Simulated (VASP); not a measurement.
# BAs (F-43m) in VASP: notebook

The runs below take BAs through band structure, G0W0 quasiparticle levels, with HSE06, HSE03, PBE0, r2SCAN-EpsX, PBE.

Program: VASP 6.6.1. These are calculated values, not measurements. Logs are shortened: lines on timing, memory, paths and dates and some standing lists are left out, and cuts for length are marked.

## (1) The structure

It takes space group F-43m (No. 216, cubic). Conventional cell: a = 4.777 Å, b = 4.777 Å, c = 4.777 Å, α = 90.00°, β = 90.00°, γ = 90.00°. Around As (site symmetry -43m) lie 4 B at 2.07 Å. B (site symmetry -43m) has 4 As at 2.07 Å as nearest neighbours.

## (2) Band structure, HSE06

POSCAR

```
BAs
1.0
    0.0000000000      2.3885000000      2.3885000000
    2.3885000000      0.0000000000      2.3885000000
    2.3885000000      2.3885000000      0.0000000000
As B
1 1
Direct
    0.7500000000      0.7500000000      0.7500000000
    0.0000000000      0.0000000000      0.0000000000
```

INCAR.step1

```
  PREC = Accurate
  ENCUT = 520
  EDIFF = 1E-5
  ISMEAR = 0
  SIGMA = 0.02
  LREAL = False
  LASPH = True
  NELM = 60
  ALGO = Normal
  ISIF = 2
  LWAVE = True
  LCHARG = False
  GGA = PE
  KPAR = 4
```

INCAR.step2

```
  PREC = Accurate
  ENCUT = 520
  EDIFF = 1E-7
  ISMEAR = 0
  SIGMA = 0.02
  LREAL = False
  LASPH = True
  NELM = 60
  ALGO = Normal
  ISIF = 2
  LWAVE = False
  LCHARG = False
  GGA = PE
  LHFCALC = True
  HFSCREEN = 0.2
  PRECFOCK = Fast
  ISTART = 1
  KPAR = 4
```

KPOINTS

```
regular mesh
0
Gamma
  6 6 6
```

KPOINTS_OPT

```
path GXWKGLUWLK,UX
8
line-mode
reciprocal
 0.0000000000  0.0000000000  0.0000000000  G
 0.5000000000  0.0000000000  0.5000000000  X

 0.5000000000  0.0000000000  0.5000000000  X
 0.5000000000  0.2500000000  0.7500000000  W

 0.5000000000  0.2500000000  0.7500000000  W
 0.3750000000  0.3750000000  0.7500000000  K

 0.3750000000  0.3750000000  0.7500000000  K
 0.0000000000  0.0000000000  0.0000000000  G

 0.0000000000  0.0000000000  0.0000000000  G
 0.5000000000  0.5000000000  0.5000000000  L

 0.5000000000  0.5000000000  0.5000000000  L
 0.6250000000  0.2500000000  0.6250000000  U

 0.6250000000  0.2500000000  0.6250000000  U
 0.5000000000  0.2500000000  0.7500000000  W

 0.5000000000  0.2500000000  0.7500000000  W
 0.5000000000  0.5000000000  0.5000000000  L

 0.5000000000  0.5000000000  0.5000000000  L
 0.3750000000  0.3750000000  0.7500000000  K

 0.6250000000  0.2500000000  0.6250000000  U
 0.5000000000  0.0000000000  0.5000000000  X
```

Potentials or basis: VASP PAW PBE potentials, release 64 (As, B).

Started as:

```sh
cat potpaw_PBE.64/As/POTCAR potpaw_PBE.64/B/POTCAR > POTCAR
cp INCAR.step1 INCAR
mpirun -np 4 vasp_std > vasp.out
cp INCAR.step2 INCAR
mpirun -np 4 vasp_std > vasp.out
```

OUTCAR:

```text
PREC = Accurate
   ENCUT = 520
   EDIFF = 1E-7
   ISMEAR = 0
   LREAL = False
   LASPH = True
   NELM = 60
   ISIF = 2
   GGA = PE
   LHFCALC = True
   HFSCREEN = 0.2
   PRECFOCK = Fast
   ISTART = 1

 ion  position               nearest neighbor table
   1  0.750  0.750  0.750-   2 2.07   2 2.07   2 2.07   2 2.07
   2  0.000  0.000  0.000-   1 2.07   1 2.07   1 2.07   1 2.07

  LATTYP: Found a face centered cubic cell.
 ALAT       =     4.7770000000

  Lattice vectors:

 A1 = (   0.0000000000,   2.3885000000,   2.3885000000)
 A2 = (   2.3885000000,   0.0000000000,   2.3885000000)
 A3 = (   2.3885000000,   2.3885000000,   0.0000000000)

Analysis of symmetry for initial positions (statically):
=====================================================================
 Subroutine PRICEL returns:
 Original cell was already a primitive cell.

 Routine SETGRP: Setting up the symmetry group for a
 face centered cubic supercell.

 Subroutine GETGRP returns: Found 24 space group operations
 (whereof 24 operations were pure point group operations)
 out of a pool of 48 trial point group operations.

The static configuration has the point symmetry T_d .

Analysis of symmetry for dynamics (positions and initial velocities):
=====================================================================
 Subroutine PRICEL returns:
 Original cell was already a primitive cell.

 Routine SETGRP: Setting up the symmetry group for a
 face centered cubic supercell.

 Subroutine GETGRP returns: Found 24 space group operations
 (whereof 24 operations were pure point group operations)
 out of a pool of 48 trial point group operations.

The dynamic configuration has the point symmetry T_d .

 Subroutine INISYM returns: Found 24 space group operations
 (whereof 24 operations are pure point group operations),
 and found     1 'primitive' translations

----------------------------------------------------------------------------------------

                                     Primitive cell

  volume of cell :      27.2525

  direct lattice vectors                    reciprocal lattice vectors
     0.000000000  2.388500000  2.388500000    -0.209336404  0.209336404  0.209336404
     2.388500000  0.000000000  2.388500000     0.209336404 -0.209336404  0.209336404
     2.388500000  2.388500000  0.000000000     0.209336404  0.209336404 -0.209336404

[... 85 lines left out ...]
   NELECT =       8.0000    total number of electrons
   NUPDOWN=      -1.0000    fix difference up-down
   EMIN   =  10.00;   EMAX   =-10.00  energy-range for DOS
   EFERMI =   0.00;   METHOD = LEGACY
   ISMEAR =     0;   SIGMA  =   0.02  broadening in eV -4-tet -1-fermi 0-gaus
   EFERMI_NEDOS =   21; number of points for ismear=-14 and -15
   IALGO  =     38    algorithm
   IMIX   =      1    mixing-type and parameters
     AMIX     =   0.40;   BMIX     =  1.00
     AMIX_MAG =   1.60;   BMIX_MAG =  1.00
  volume/ion in A,a.u.               =      13.63        91.95
  Fermi-wavevector in a.u.,A,eV,Ry     =   1.088018  2.056057 16.106360  1.183784
  Thomas-Fermi vector in A             =   2.224191
   LORBIT       =      0    0 simple, 1 ext, 2 COOP (PROOUT), +10 PAW based schemes
   GGA     = PE    functional components
   LHFCALC =     T    Hartree Fock is set to
   PRECFOCK=fast      Normal, Fast or Accurate (Low or Medium for compatibility)
   ENCUT4O =  -1.0   cutoff for four orbital integrals eV
   NKREDX  =     1    reduce k-point grid by
   NKREDY  =     1    reduce k-point grid by
   NKREDZ  =     1    reduce k-point grid by
   AEXX    =    0.2500 exact exchange contribution
   HFSCREEN=    0.2000 screening length (either q_TF or 0.3 A-1)
   HFSCREENC=   0.2000 screening length for correlation (either q_TF or 0.3 A-1)
   ENCUTFOCK=  -1.0 apply spherical cutoff to Coloumb kernel
   IVDW    =     0    specifies the selected vdW correction
   LEPSILON=     F    determine dielectric tensor
   LRPA    =     F    only Hartree local field effects (RPA)
 non-spin polarized calculation
 Gauss-broadening in eV      SIGMA  =   0.02
  energy-cutoff  :      520.00
  volume of cell :       27.25
 maximum number of plane-waves:       754
 NGX is ok and might be reduce to    28
  NGX = 16; NGY = 16; NGZ = 16

 number of electron       8.0000000 magnetization

 Free energy of the ion-electron system (eV)
  ---------------------------------------------------
  ext. energy  EPLUGINS =         0.00000000
  ---------------------------------------------------
  free energy    TOTEN  =       -13.27495060 eV

  energy without entropy =      -13.27495060  energy(sigma->0) =      -13.27495060

 E-fermi :   5.8193     XC(G=0):  -8.7472

 val. band max:        5.7057041963   @ k =   0.0000   0.0000   0.0000
 cond. band min:       7.6687387781   @ k =   0.3333   0.3333   0.0000
 fundamental gap:      1.9630345817
 Fermi energy:         5.8193228114

 k-point     1 :       0.0000    0.0000    0.0000
  band No.  band energies     occupation
      1     -11.2557      2.00000
      2       5.7057      2.00000
      3       5.7057      2.00000
      4       5.7057      2.00000
      5       9.8371      0.00000
      6       9.8371      0.00000
      7       9.8371      0.00000
      8      11.6026      0.00000
[... 155 lines left out ...]
 k-point    16 :      -0.3333    0.5000    0.1667
  band No.  band energies     occupation
      1      -6.4222      2.00000
      2      -3.4379      2.00000
      3       0.0951      2.00000
      4       0.3072      2.00000
      5      10.3171      0.00000
      6      10.6061      0.00000
      7      15.6271      0.00000
      8      15.8700      0.00000

------------------------ aborting loop because EDIFF is reached ----------------------------------------

  FORCE on cell =-STRESS in cart. coord.  units (eV):
  Direction    XX          YY          ZZ          XY          YZ          ZX
  --------------------------------------------------------------------------------------
  -------------------------------------------------------------------------------------
  Total       -0.0994594     -0.0994594     -0.0994594     -0.0000000     -0.0000000     -0.0000000
  in kB       -5.8472357     -5.8472357     -5.8472357     -0.0000000     -0.0000000     -0.0000000
  external PRESSURE =      -5.8472357 kB  Pullay stress =       0.0000000 kB

 VOLUME and BASIS-vectors are now :
 -----------------------------------------------------------------------------
  energy-cutoff  :      520.00
  volume of cell :       27.25
      direct lattice vectors                 reciprocal lattice vectors
     0.000000000  2.388500000  2.388500000    -0.209336404  0.209336404  0.209336404
     2.388500000  0.000000000  2.388500000     0.209336404 -0.209336404  0.209336404
     2.388500000  2.388500000  0.000000000     0.209336404  0.209336404 -0.209336404

 POSITION                                       TOTAL-FORCE (eV/Angst)
 -----------------------------------------------------------------------------------
      3.58275      3.58275      3.58275         0.000000      0.000000      0.000000
      0.00000      0.00000      0.00000        -0.000000     -0.000000     -0.000000
 -----------------------------------------------------------------------------------
    total drift:                                0.000000      0.000000      0.000000

  FREE ENERGIE OF THE ION-ELECTRON SYSTEM (eV)
  ---------------------------------------------------
  free  energy   TOTEN  =       -13.2749505969 eV

  energy  without entropy=      -13.2749505969  energy(sigma->0) =      -13.27495060
```

OUTCAR.step1:

```text
PREC = Accurate
   ENCUT = 520
   EDIFF = 1E-5
   ISMEAR = 0
   LREAL = False
[... 389 lines left out ...]
      3.58275      3.58275      3.58275         0.000000      0.000000      0.000000
      0.00000      0.00000      0.00000        -0.000000     -0.000000     -0.000000
 -----------------------------------------------------------------------------------
    total drift:                                0.000000      0.000000      0.000000

  FREE ENERGIE OF THE ION-ELECTRON SYSTEM (eV)
  ---------------------------------------------------
  free  energy   TOTEN  =       -11.3876534825 eV

  energy  without entropy=      -11.3876534825  energy(sigma->0) =      -11.38765348
```

Wall time 1.8 min (4 MPI ranks of Intel Xeon 6975P-C (Granite Rapids), shared host); peak memory 0.26 GiB.

Results:

```yaml
Free_energy: -13.2750 eV
Pressure: -0.6 GPa
Band_gap_on_the_k_mesh: 1.96 eV, indirect (least direct gap 4.13 eV)
Band_gap_along_the_path: 1.88 eV, indirect (least direct gap 4.13 eV)
```

Levels at the corners of the path, in eV from the valence-band top:
| point | band 2 | band 3 | band 4 | band 5 | band 6 | band 7 |
| --- | --- | --- | --- | --- | --- | --- |
| Γ | 0.00 | 0.00 | 0.00 | 4.13 | 4.13 | 4.13 |
| X | -9.49 | -4.47 | -4.47 | 2.10 | 2.16 | 12.96 |
| X | -9.49 | -4.47 | -4.47 | 2.10 | 2.16 | 12.96 |
| W | -8.99 | -5.97 | -5.66 | 6.19 | 7.18 | 7.70 |
| W | -8.99 | -5.97 | -5.66 | 6.19 | 7.18 | 7.70 |
| K | -9.07 | -6.49 | -3.81 | 2.78 | 6.57 | 10.59 |
| K | -9.07 | -6.49 | -3.81 | 2.78 | 6.57 | 10.59 |
| Γ | 0.00 | 0.00 | 0.00 | 4.13 | 4.13 | 4.13 |
| Γ | 0.00 | 0.00 | 0.00 | 4.13 | 4.13 | 4.13 |
| L | -9.70 | -1.99 | -1.99 | 3.58 | 5.71 | 5.71 |
| L | -9.70 | -1.99 | -1.99 | 3.58 | 5.71 | 5.71 |
| U | -9.07 | -6.49 | -3.81 | 2.78 | 6.57 | 10.59 |
| U | -9.07 | -6.49 | -3.81 | 2.78 | 6.57 | 10.59 |
| W | -8.99 | -5.97 | -5.66 | 6.19 | 7.18 | 7.70 |
| W | -8.99 | -5.97 | -5.66 | 6.19 | 7.18 | 7.70 |
| L | -9.70 | -1.99 | -1.99 | 3.58 | 5.71 | 5.71 |
| L | -9.70 | -1.99 | -1.99 | 3.58 | 5.71 | 5.71 |
| K | -9.07 | -6.49 | -3.81 | 2.78 | 6.57 | 10.59 |
| U | -9.07 | -6.49 | -3.81 | 2.78 | 6.57 | 10.59 |
| X | -9.49 | -4.47 | -4.47 | 2.10 | 2.16 | 12.96 |

Caveat: the PAW data sets were made with another functional, which shifts forces and pressure a little; the mesh misses the band edges, which the band path finds closer together.

## (3) Band structure, HSE03

POSCAR is that of step 2.

INCAR.step1 is that of step 2.

Edit INCAR.step2 of step 2 so:

```diff
@@ -14,3 +14,3 @@
   LHFCALC = True
-  HFSCREEN = 0.2
+  HFSCREEN = 0.3
   PRECFOCK = Fast
```

KPOINTS is that of step 2.

KPOINTS_OPT is that of step 2.

Potentials or basis: VASP PAW PBE potentials, release 64 (As, B).

Started as:

```sh
cat potpaw_PBE.64/As/POTCAR potpaw_PBE.64/B/POTCAR > POTCAR
cp INCAR.step1 INCAR
mpirun -np 4 vasp_std > vasp.out
cp INCAR.step2 INCAR
mpirun -np 4 vasp_std > vasp.out
```

OUTCAR:

```text
PREC = Accurate
   ENCUT = 520
   EDIFF = 1E-7
   ISMEAR = 0
   LREAL = False
   LASPH = True
   NELM = 60
   ISIF = 2
   GGA = PE
   LHFCALC = True
   HFSCREEN = 0.3
   PRECFOCK = Fast
   ISTART = 1

 ion  position               nearest neighbor table
   1  0.750  0.750  0.750-   2 2.07   2 2.07   2 2.07   2 2.07
   2  0.000  0.000  0.000-   1 2.07   1 2.07   1 2.07   1 2.07

  LATTYP: Found a face centered cubic cell.
 ALAT       =     4.7770000000

  Lattice vectors:

 A1 = (   0.0000000000,   2.3885000000,   2.3885000000)
 A2 = (   2.3885000000,   0.0000000000,   2.3885000000)
 A3 = (   2.3885000000,   2.3885000000,   0.0000000000)

Analysis of symmetry for initial positions (statically):
=====================================================================
 Subroutine PRICEL returns:
 Original cell was already a primitive cell.

 Routine SETGRP: Setting up the symmetry group for a
 face centered cubic supercell.

 Subroutine GETGRP returns: Found 24 space group operations
 (whereof 24 operations were pure point group operations)
 out of a pool of 48 trial point group operations.

[... 167 lines left out ...]
 fundamental gap:      1.7787917127
 Fermi energy:         5.9254230378

 k-point     1 :       0.0000    0.0000    0.0000
  band No.  band energies     occupation
      1     -11.0276      2.00000
      2       5.8056      2.00000
      3       5.8056      2.00000
      4       5.8056      2.00000
      5       9.7408      0.00000
      6       9.7408      0.00000
      7       9.7408      0.00000
      8      11.4700      0.00000
[... 155 lines left out ...]
 k-point    16 :      -0.3333    0.5000    0.1667
  band No.  band energies     occupation
      1      -6.2134      2.00000
      2      -3.2318      2.00000
      3       0.2688      2.00000
      4       0.4780      2.00000
      5      10.2051      0.00000
      6      10.4923      0.00000
      7      15.4710      0.00000
      8      15.7181      0.00000

------------------------ aborting loop because EDIFF is reached ----------------------------------------

  FORCE on cell =-STRESS in cart. coord.  units (eV):
  Direction    XX          YY          ZZ          XY          YZ          ZX
  --------------------------------------------------------------------------------------
  -------------------------------------------------------------------------------------
  Total       -0.0343008     -0.0343008     -0.0343008      0.0000000      0.0000000      0.0000000
  in kB       -2.0165504     -2.0165504     -2.0165504      0.0000000      0.0000000      0.0000000
  external PRESSURE =      -2.0165504 kB  Pullay stress =       0.0000000 kB

 VOLUME and BASIS-vectors are now :
 -----------------------------------------------------------------------------
  energy-cutoff  :      520.00
  volume of cell :       27.25
      direct lattice vectors                 reciprocal lattice vectors
     0.000000000  2.388500000  2.388500000    -0.209336404  0.209336404  0.209336404
     2.388500000  0.000000000  2.388500000     0.209336404 -0.209336404  0.209336404
     2.388500000  2.388500000  0.000000000     0.209336404  0.209336404 -0.209336404

 POSITION                                       TOTAL-FORCE (eV/Angst)
 -----------------------------------------------------------------------------------
      3.58275      3.58275      3.58275         0.000000      0.000000      0.000000
      0.00000      0.00000      0.00000        -0.000000     -0.000000     -0.000000
 -----------------------------------------------------------------------------------
    total drift:                                0.000000      0.000000      0.000000

  FREE ENERGIE OF THE ION-ELECTRON SYSTEM (eV)
  ---------------------------------------------------
  free  energy   TOTEN  =       -12.8973722885 eV

  energy  without entropy=      -12.8973722885  energy(sigma->0) =      -12.89737229
```

OSZICAR.step1:

```text
N       E                     dE             d eps       ncg     rms          rms(c)
DAV:   1     0.147753495452E+02    0.14775E+02   -0.39903E+03   256   0.892E+02
DAV:   2    -0.117165117080E+02   -0.26492E+02   -0.26215E+02   408   0.110E+02
DAV:   3    -0.120317329522E+02   -0.31522E+00   -0.31522E+00   280   0.166E+01
DAV:   4    -0.120321803371E+02   -0.44738E-03   -0.44738E-03   392   0.692E-01
DAV:   5    -0.120321804248E+02   -0.87690E-07   -0.87690E-07   272   0.721E-03    0.494E+00
DAV:   6    -0.114546791221E+02    0.57750E+00   -0.18566E+00   264   0.706E+00    0.245E+00
DAV:   7    -0.113942441986E+02    0.60435E-01   -0.20908E-01   368   0.276E+00    0.957E-01
DAV:   8    -0.113871176300E+02    0.71266E-02   -0.22470E-02   280   0.105E+00    0.119E-01
DAV:   9    -0.113874550092E+02   -0.33738E-03   -0.62059E-04   304   0.201E-01    0.684E-02
DAV:  10    -0.113876475709E+02   -0.19256E-03   -0.30620E-04   312   0.129E-01    0.167E-02
DAV:  11    -0.113876534825E+02   -0.59116E-05   -0.11503E-05   312   0.269E-02
   1 F= -.11387653E+02 E0= -.11387653E+02  d E =-.480007E-29
```

It took 2 min on 4 MPI ranks of Intel Xeon 6975P-C (Granite Rapids), shared host; peak memory 0.27 GiB.

What came out:

```
Free energy             : -12.8974 eV
Pressure                : -0.2 GPa
Band gap on the k mesh  : 1.78 eV, indirect (least direct gap 3.94 eV)
Band gap along the path : 1.69 eV, indirect (least direct gap 3.94 eV)
```

Levels at the corners of the path, in eV from the valence-band top:
```tsv
point	band 1	band 2	band 3	band 4	band 5	band 6	band 7	band 8
Γ	-16.83	0.00	0.00	0.00	3.94	3.94	3.94	5.66
X	-12.15	-9.38	-4.41	-4.41	1.90	1.98	12.69	12.69
X	-12.15	-9.38	-4.41	-4.41	1.90	1.98	12.69	12.69
W	-11.97	-8.89	-5.89	-5.58	5.97	6.94	7.48	7.93
W	-11.97	-8.89	-5.89	-5.58	5.97	6.94	7.48	7.93
K	-12.21	-8.96	-6.40	-3.76	2.59	6.34	10.33	10.91
K	-12.21	-8.96	-6.40	-3.76	2.59	6.34	10.33	10.91
Γ	-16.83	0.00	0.00	0.00	3.94	3.94	3.94	5.66
Γ	-16.83	0.00	0.00	0.00	3.94	3.94	3.94	5.66
L	-13.65	-9.58	-1.96	-1.96	3.37	5.50	5.50	9.80
L	-13.65	-9.58	-1.96	-1.96	3.37	5.50	5.50	9.80
U	-12.21	-8.96	-6.40	-3.76	2.59	6.34	10.33	10.91
U	-12.21	-8.96	-6.40	-3.76	2.59	6.34	10.33	10.91
W	-11.97	-8.89	-5.89	-5.58	5.97	6.94	7.48	7.93
W	-11.97	-8.89	-5.89	-5.58	5.97	6.94	7.48	7.93
L	-13.65	-9.58	-1.96	-1.96	3.37	5.50	5.50	9.80
L	-13.65	-9.58	-1.96	-1.96	3.37	5.50	5.50	9.80
K	-12.21	-8.96	-6.40	-3.76	2.59	6.34	10.33	10.90
U	-12.21	-8.96	-6.40	-3.76	2.59	6.34	10.33	10.90
X	-12.15	-9.38	-4.41	-4.41	1.90	1.98	12.69	12.69
```

Caveat: the PAW data sets were made with another functional, which shifts forces and pressure a little; the mesh misses the band edges, which the band path finds closer together.

(Continued in part 2 of 3.)
